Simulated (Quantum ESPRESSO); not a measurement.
# Simulated XPS, UPS and emission spectra of KF, part 10 of 13

What would valence photoemission of KF look like, and what sets its shape?

Quantum ESPRESSO 7.5; DFT, PBE, plane waves, ultrasoft GBRV pseudopotentials, scalar-relativistic (the session's first sound run).

So far. Step 6 (With LDA: self-consistent run): At this level the gap is 5.79 eV on the k-mesh of the self-consistent run, which can miss the band edges. Step 9 (With LDA: bands): At this level the gap is 5.79 eV on the path.

### 11. Other settings: levels for the DOS

Level of this step: DFT, PBE, plane waves, ultrasoft GBRV pseudopotentials, scalar-relativistic; changed: ecutrho = 160.0 (Quantum ESPRESSO).

The levels for the density of states are solved on the fixed potential, without another SCF cycle.

nscf.in reads:

```
&control
  calculation = 'nscf'
  prefix = 'pes'
  outdir = './tmp'
  pseudo_dir = './pp'
  verbosity = 'high'
/
&system
  ibrav = 0
  nat = 2
  ntyp = 2
  ecutwfc = 40.0
  ecutrho = 160.0
  occupations = 'smearing'
  nbnd = 16
  smearing = 'fd'
  degauss = 0.00147
/
&electrons
  conv_thr = 1.2e-08
  mixing_beta = 0.5
  electron_maxstep = 120
  diago_full_acc = .true.
/
ATOMIC_SPECIES
K 39.0983 k_pbe_v1.4.uspp.F.UPF
F 18.9984 f_pbe_v1.4.uspp.F.UPF
CELL_PARAMETERS angstrom
 0.000000000 2.671850000 2.671850000
 2.671850000 0.000000000 2.671850000
 2.671850000 2.671850000 0.000000000
ATOMIC_POSITIONS crystal
K 0.000000000 0.000000000 0.000000000
F 0.500000000 0.500000000 0.500000000
K_POINTS automatic
14 14 14 0 0 0
```

The run is started by

```
OMP_NUM_THREADS=1 mpirun -n 4 pw.x -nk 4 -in nscf.in > nscf.out
```

What it wrote:

```text
[banner, memory and clock lines left out]
Program PWSCF v.7.5 starts

          URL

     Atomic positions and unit cell read from directory:
     ./tmp/pes.save/

     Message from routine setup:
     using ibrav=0 with symmetry is DISCOURAGED, use correct ibrav instead

     G-vector sticks info

     bravais-lattice index     =            0
     lattice parameter (alat)  =       7.1405  a.u.
     unit-cell volume          =     257.4322 (a.u.)^3
     number of atoms/cell      =            2
     number of atomic types    =            2
     number of electrons       =        16.00
     number of Kohn-Sham states=           16
     kinetic-energy cutoff     =      40.0000  Ry
     charge density cutoff     =     160.0000  Ry
     Exchange-correlation=  SLA  PW   PBX  PBC
                           (   1   4   3   4   0   0   0)

     celldm(1)=   7.140456  celldm(2)=   0.000000  celldm(3)=   0.000000
     celldm(4)=   0.000000  celldm(5)=   0.000000  celldm(6)=   0.000000

     crystal axes: (cart. coord. in units of alat)
               a(1) = (   0.000000   0.707107   0.707107 )
               a(2) = (   0.707107   0.000000   0.707107 )
               a(3) = (   0.707107   0.707107   0.000000 )

     reciprocal axes: (cart. coord. in units 2 pi/alat)
               b(1) = ( -0.707107  0.707107  0.707107 )
               b(2) = (  0.707107 -0.707107  0.707107 )
               b(3) = (  0.707107  0.707107 -0.707107 )

     PseudoPot. # 1 for K  read from file:
     ./pp/k_pbe_v1.4.uspp.F.UPF
     Pseudo is Ultrasoft + core correction, Zval =  9.0
     Generated by new atomic code, or converted to UPF format
     Using radial grid of  841 points,  6 beta functions with:
                l(1) =   0
                l(2) =   0
                l(3) =   1
                l(4) =   1
                l(5) =   2
                l(6) =   2
     Q(r) pseudized with  6 coefficients,  rinner =    1.500   1.500   1.500
                                                       1.500   1.500

     PseudoPot. # 2 for F  read from file:
     ./pp/f_pbe_v1.4.uspp.F.UPF
     Pseudo is Ultrasoft, Zval =  7.0
     Generated by new atomic code, or converted to UPF format
     Using radial grid of  799 points,  4 beta functions with:
                l(1) =   0
                l(2) =   0
                l(3) =   1
                l(4) =   1
     Q(r) pseudized with  8 coefficients,  rinner =    0.950   0.950   0.950

     atomic species   valence    mass     pseudopotential
     K                 9.00    39.09830     K ( 1.00)
     F                 7.00    18.99840     F ( 1.00)

     48 Sym. Ops., with inversion, found

                                    s                        frac. trans.

      isym =  1     identity

 cryst.   s( 1) = (     1          0          0      )
                  (     0          1          0      )
                  (     0          0          1      )

 cart.    s( 1) = (  1.0000000 -0.0000000  0.0000000 )
                  ( -0.0000000  1.0000000  0.0000000 )
                  ( -0.0000000  0.0000000  1.0000000 )

      isym =  2     180 deg rotation - cart. axis [0,0,1]

 cryst.   s( 2) = (     0          1         -1      )
                  (     1          0         -1      )
                  (     0          0         -1      )

 cart.    s( 2) = ( -1.0000000  0.0000000  0.0000000 )
                  (  0.0000000 -1.0000000  0.0000000 )
                  (  0.0000000 -0.0000000  1.0000000 )

      isym =  3     180 deg rotation - cart. axis [0,1,0]

 cryst.   s( 3) = (     0         -1          1      )
                  (     0         -1          0      )
                  (     1         -1          0      )

 cart.    s( 3) = ( -1.0000000 -0.0000000 -0.0000000 )
                  (  0.0000000  1.0000000 -0.0000000 )
                  (  0.0000000  0.0000000 -1.0000000 )

      isym =  4     180 deg rotation - cart. axis [1,0,0]

 cryst.   s( 4) = (    -1          0          0      )
                  (    -1          0          1      )
                  (    -1          1          0      )

 cart.    s( 4) = (  1.0000000  0.0000000 -0.0000000 )
                  ( -0.0000000 -1.0000000 -0.0000000 )
                  ( -0.0000000 -0.0000000 -1.0000000 )

      isym =  5     180 deg rotation - cart. axis [1,1,0]

 cryst.   s( 5) = (    -1          0          1      )
[...]
cart.    s( 5) = ( -0.0000000  1.0000000 -0.0000000 )
[...]
isym =  6     180 deg rotation - cart. axis [1,-1,0]

 cryst.   s( 6) = (     0         -1          0      )
[...]
cart.    s( 6) = (  0.0000000 -1.0000000 -0.0000000 )
[...]
isym =  7      90 deg rotation - cart. axis [0,0,-1]

 cryst.   s( 7) = (     0          1          0      )
[...]
cart.    s( 7) = (  0.0000000  1.0000000  0.0000000 )
[...]
isym =  8      90 deg rotation - cart. axis [0,0,1]

 cryst.   s( 8) = (     1          0         -1      )
[...]
cart.    s( 8) = ( -0.0000000 -1.0000000  0.0000000 )
[...]
isym =  9     180 deg rotation - cart. axis [1,0,1]

 cryst.   s( 9) = (    -1          1          0      )
[...]
cart.    s( 9) = (  0.0000000  0.0000000  1.0000000 )
[...]
isym = 10     180 deg rotation - cart. axis [-1,0,1]

 cryst.   s(10) = (     0          0         -1      )
[...]
cart.    s(10) = ( -0.0000000  0.0000000 -1.0000000 )
[...]
isym = 11      90 deg rotation - cart. axis [0,1,0]

 cryst.   s(11) = (     0          0          1      )
[...]
cart.    s(11) = ( -0.0000000 -0.0000000  1.0000000 )
[...]
isym = 12      90 deg rotation - cart. axis [0,-1,0]

 cryst.   s(12) = (     1         -1          0      )
[...]
cart.    s(12) = (  0.0000000 -0.0000000 -1.0000000 )
[...]
isym = 13     180 deg rotation - cart. axis [0,1,1]

 cryst.   s(13) = (     1          0          0      )
[...]
cart.    s(13) = ( -1.0000000  0.0000000 -0.0000000 )
[...]
isym = 14     180 deg rotation - cart. axis [0,1,-1]

 cryst.   s(14) = (    -1          0          0      )
[...]
cart.    s(14) = ( -1.0000000 -0.0000000  0.0000000 )
[...]
isym = 15      90 deg rotation - cart. axis [-1,0,0]

 cryst.   s(15) = (     0         -1          1      )
[...]
cart.    s(15) = (  1.0000000 -0.0000000 -0.0000000 )
[...]
k = 0.1010 0.1010-0.1010 (  1092 PWs)   bands (ev):

   -24.6082 -17.1593  -7.9200  -7.8746  -7.8746   1.3332   1.4428   1.4428
     8.2424  11.8970  12.4678  12.4678  14.0203  14.0203  19.2719  23.7429

     occupation numbers
     1.0000   1.0000   1.0000   1.0000   1.0000   1.0000   1.0000   1.0000
     0.0000   0.0000   0.0000   0.0000   0.0000   0.0000   0.0000   0.0000

          k = 0.1515 0.1515-0.1515 (  1098 PWs)   bands (ev):

   -24.5893 -17.1767  -7.9761  -7.8822  -7.8822   1.1626   1.3719   1.3719
     8.8503  11.6858  12.7572  12.7572  14.2527  14.2527  19.8814  22.6159

     occupation numbers
     1.0000   1.0000   1.0000   1.0000   1.0000   1.0000   1.0000   1.0000
     0.0000   0.0000   0.0000   0.0000   0.0000   0.0000   0.0000   0.0000

          k = 0.2020 0.2020-0.2020 (  1095 PWs)   bands (ev):

[...]
occupation numbers
[...]
k = 0.2525 0.2525-0.2525 (  1095 PWs)   bands (ev):

[...]
occupation numbers
[...]
k = 0.3030 0.3030-0.3030 (  1101 PWs)   bands (ev):

[...]
occupation numbers
[...]
k =-0.3536-0.3536 0.3536 (  1104 PWs)   bands (ev):

[...]
occupation numbers
[...]
k = 0.1010-0.0000 0.0000 (  1087 PWs)   bands (ev):

[...]
occupation numbers
[...]
k = 0.1515 0.0505-0.0505 (  1099 PWs)   bands (ev):

[...]
occupation numbers
[...]
k = 0.2020 0.1010-0.1010 (  1100 PWs)   bands (ev):

[...]
occupation numbers
[...]
k = 0.2525 0.1515-0.1515 (  1091 PWs)   bands (ev):

[...]
occupation numbers
[...]
k = 0.3030 0.2020-0.2020 (  1099 PWs)   bands (ev):

[...]
occupation numbers
[...]
k = 0.3536 0.2525-0.2525 (  1103 PWs)   bands (ev):

[...]
occupation numbers
[...]
k =-0.3030-0.4041 0.4041 (  1100 PWs)   bands (ev):

[...]
occupation numbers
[...]
k =-0.2525-0.3536 0.3536 (  1104 PWs)   bands (ev):

[...]
occupation numbers
[...]
k =-0.2020-0.3030 0.3030 (  1105 PWs)   bands (ev):

[...]
k =-0.1515-0.2525 0.2525 (  1097 PWs)   bands (ev):

[...]
k =-0.1010-0.2020 0.2020 (  1100 PWs)   bands (ev):

[...]
k =-0.0505-0.1515 0.1515 (  1095 PWs)   bands (ev):

[...]
k = 0.0000-0.1010 0.1010 (  1099 PWs)   bands (ev):

[...]
k = 0.2020-0.0000 0.0000 (  1106 PWs)   bands (ev):

[...]
k = 0.2525 0.0505-0.0505 (  1103 PWs)   bands (ev):

[...]
k = 0.3030 0.1010-0.1010 (  1101 PWs)   bands (ev):

[...]
k = 0.3536 0.1515-0.1515 (  1098 PWs)   bands (ev):

[...]
k = 0.4041 0.2020-0.2020 (  1099 PWs)   bands (ev):

[...]
k =-0.2525-0.4546 0.4546 (  1101 PWs)   bands (ev):

[...]
k =-0.2020-0.4041 0.4041 (  1102 PWs)   bands (ev):

[...]
k =-0.1515-0.3536 0.3536 (  1105 PWs)   bands (ev):

[...]
k =-0.1010-0.3030 0.3030 (  1104 PWs)   bands (ev):

[...]
k =-0.0505-0.2525 0.2525 (  1096 PWs)   bands (ev):

[...]
k =-0.0000-0.2020 0.2020 (  1099 PWs)   bands (ev):

[...]
k = 0.3030-0.0000 0.0000 (  1098 PWs)   bands (ev):

[...]
k = 0.3536 0.0505-0.0505 (  1091 PWs)   bands (ev):

[...]
k =-0.2020-0.5051 0.5051 (  1098 PWs)   bands (ev):

[...]
k =-0.1515-0.4546 0.4546 (  1100 PWs)   bands (ev):

[...]
k =-0.1010-0.4041 0.4041 (  1100 PWs)   bands (ev):

[...]
k = 0.4041-0.0000 0.0000 (  1094 PWs)   bands (ev):

[...]
k = 0.0000-0.4041 0.4041 (  1117 PWs)   bands (ev):

[...]
k = 0.5556 0.0505-0.0505 (  1093 PWs)   bands (ev):

[...]
k = 0.0000-0.5051 0.5051 (  1119 PWs)   bands (ev):

[...]
k = 0.6061-0.0000 0.0000 (  1094 PWs)   bands (ev):

[...]
k =-0.7071 0.0000 0.0000 (  1106 PWs)   bands (ev):

[...]
k = 0.2020 0.1010 0.0000 (  1094 PWs)   bands (ev):

[...]
k = 0.2525 0.1515-0.0505 (  1097 PWs)   bands (ev):

[...]
k = 0.3030 0.2020-0.1010 (  1099 PWs)   bands (ev):

[...]
k = 0.3536 0.2525-0.1515 (  1102 PWs)   bands (ev):

[...]
k = 0.3030 0.1010 0.0000 (  1097 PWs)   bands (ev):

[...]
k = 0.3536 0.1515-0.0505 (  1095 PWs)   bands (ev):

[...]
k = 0.4041 0.2020-0.1010 (  1100 PWs)   bands (ev):

[...]
k = 0.4041 0.1010-0.0000 (  1091 PWs)   bands (ev):

[...]
k = 0.4546 0.1515-0.0505 (  1090 PWs)   bands (ev):

[...]
k = 0.5051 0.1010 0.0000 (  1085 PWs)   bands (ev):

[...]
k = 0.0000-0.4041 0.5051 (  1100 PWs)   bands (ev):

[...]
k = 0.0000-0.5051 0.6061 (  1102 PWs)   bands (ev):

[...]
k =-0.7071 0.1010 0.0000 (  1108 PWs)   bands (ev):

[...]
k = 0.4041 0.2020 0.0000 (  1093 PWs)   bands (ev):

[...]
k =-0.1010-0.4041 0.6061 (  1101 PWs)   bands (ev):

[...]
k =-0.0505-0.3536 0.5556 (  1102 PWs)   bands (ev):

[...]
k =-0.0000-0.3030 0.5051 (  1102 PWs)   bands (ev):

[...]
occupation numbers
[...]
k =-0.1010-0.5051 0.7071 (  1099 PWs)   bands (ev):

[...]
occupation numbers
[...]
k =-0.0505-0.4546 0.6566 (  1104 PWs)   bands (ev):

[...]
occupation numbers
[...]
k =-0.0000-0.4041 0.6061 (  1098 PWs)   bands (ev):

[...]
occupation numbers
[...]
k =-0.7071 0.2020-0.0000 (  1100 PWs)   bands (ev):

[...]
occupation numbers
[...]
k =-0.1010-0.4041 0.7071 (  1106 PWs)   bands (ev):

[...]
occupation numbers
[...]
k =-0.0505-0.3536 0.6566 (  1104 PWs)   bands (ev):

   -24.5089 -17.1871  -8.2469  -8.2376  -7.9550   1.0942   1.3330   1.3384
    11.2217  11.2858  12.7589  14.8895  15.4497  16.3493  17.3703  17.8411

     occupation numbers
     1.0000   1.0000   1.0000   1.0000   1.0000   1.0000   1.0000   1.0000
     0.0000   0.0000   0.0000   0.0000   0.0000   0.0000   0.0000   0.0000

          k =-0.7071 0.3030-0.0000 (  1104 PWs)   bands (ev):

   -24.5078 -17.1836  -8.2929  -8.2150  -7.9620   1.1236   1.3324   1.3654
    10.8981  11.6296  12.6593  14.8958  15.6287  16.4191  17.1704  17.8427

     occupation numbers
     1.0000   1.0000   1.0000   1.0000   1.0000   1.0000   1.0000   1.0000
     0.0000   0.0000   0.0000   0.0000   0.0000   0.0000   0.0000   0.0000

     the Fermi energy is     6.9441 ev
     (compare with:     6.9442 eV, computed in scf)

     XML data file, pseudopotentials, collected wavefunctions

                                        0.00s GPU  (    1539 calls)
```

The job ended after 6.5 s (4 MPI ranks of Intel Xeon Platinum 8559C (Emerald Rapids), shared host).

The run finished with changed settings (ecutrho = 160.0); it serves as a test.

(Continued in part 11 of 13.)

[Logs are printed without paths, hosts, clocks, repeated set-up lines and the standing remarks that a program may print on its own settings, such as how far it seeks lower states.]

[Hosts, paths, dates, database ids (printed as entryN), source tags and the programs' standing remarks are cut or masked in the printed files.]

[Maps of the electrostatic potential energy from Ansatz leave out the sawtooth potential of an applied field or a dipole correction, so their vacuum need not be flat; work functions include it.]

[Peak lists hold at most the 14 tallest peaks of each spectrum; further lines can be left out.]
